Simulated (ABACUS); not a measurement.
The system is MgO.

```xyz
2
Lattice="0.0000 2.0970 2.0970 2.0970 0.0000 2.0970 2.0970 2.0970 0.0000" Properties=species:S:1:pos:R:3 pbc="T T T"
Mg    0.0000    0.0000    0.0000
O     2.0970    2.0970    2.0970
```

The cell is a database's computed one.

Program: ABACUS 3.10.1. Alike in all runs: task single point; no spin polarisation; cell as given; smearing fermi-dirac 0.05 eV.

Problem. Order these runs on this cell by their pressure, lowest first.
A. level rSCAN; potentials or basis SG15 ONCV 1.2 PBE, plane waves; k mesh 7 × 7 × 7; cutoff (eV) 1320; SCF threshold on the density 1e-08; eigensolver dav
B. level LDA; potentials or basis PseudoDojo NC SR 0.4.1 LDA standard, DZP LCAO (the cutoffs set its grid); k mesh 10 × 10 × 10; cutoff (eV) 1361; SCF threshold on the density 1e-07; eigensolver genelpa
C. level SOGGA; potentials or basis PseudoDojo NC SR 0.4.1 PBE standard, plane waves; k mesh 9 × 9 × 9; cutoff (eV) 1143; SCF threshold on the density 1e-08; eigensolver dav
D. level OLYP; potentials or basis GBRV ultrasoft 1.5 PBE, plane waves; k mesh 9 × 9 × 9; cutoff (eV) 544; SCF threshold on the density 1e-08; eigensolver dav

Solution. B (-2.9 GPa), A (0.5 GPa), C (2.1 GPa), D (9.4 GPa).

Caveats: the potentials were made for another functional, which shifts forces and pressure (some runs); the atomic orbitals were generated for these runs and aren't a published set (some runs); the basis of atomic orbitals isn't converged, which shifts pressures, moduli and gaps (some runs).
